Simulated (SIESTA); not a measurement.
The system is NbAs.

```xyz
4
Lattice="-1.7259 1.7259 5.8400 1.7259 -1.7259 5.8400 1.7259 1.7259 -5.8400" Properties=species:S:1:pos:R:3 pbc="T T T"
Nb    0.0000    1.7259    0.0000
Nb    0.0000    0.0000    8.7600
As    0.0000    1.7259    4.8589
As    0.0000    0.0000    1.9389
```

Program: SIESTA 5.4.2. Alike in all runs: cell as given; smearing fermi-dirac 0.05 eV; grid cutoff 800 Ry; energy shift 0.003 Ry.

Question: Order these runs on this cell by their pressure, lowest first.
A. level LDA; potentials or basis PseudoDojo 0.4 standard (LDA files), DZP (energy shift 0.003 Ry; two zetas on semicore shells); spin off; k mesh 11 × 11 × 11
B. level PBE; potentials or basis PseudoDojo 0.4 standard (PBE files), DZP (energy shift 0.003 Ry; two zetas on semicore shells); spin off; k mesh 8 × 8 × 8
C. level PBEsol; potentials or basis PseudoDojo 0.4 standard (PBEsol files, fully relativistic), DZP (energy shift 0.003 Ry; two zetas on semicore shells); spin non-collinear, zero start, SOC; k mesh 8 × 8 × 8

Answer: A (-3.0 GPa), C (0.5 GPa), B (6.1 GPa).

Caveats: the basis of atomic orbitals isn't converged, which shifts pressures, moduli and gaps.
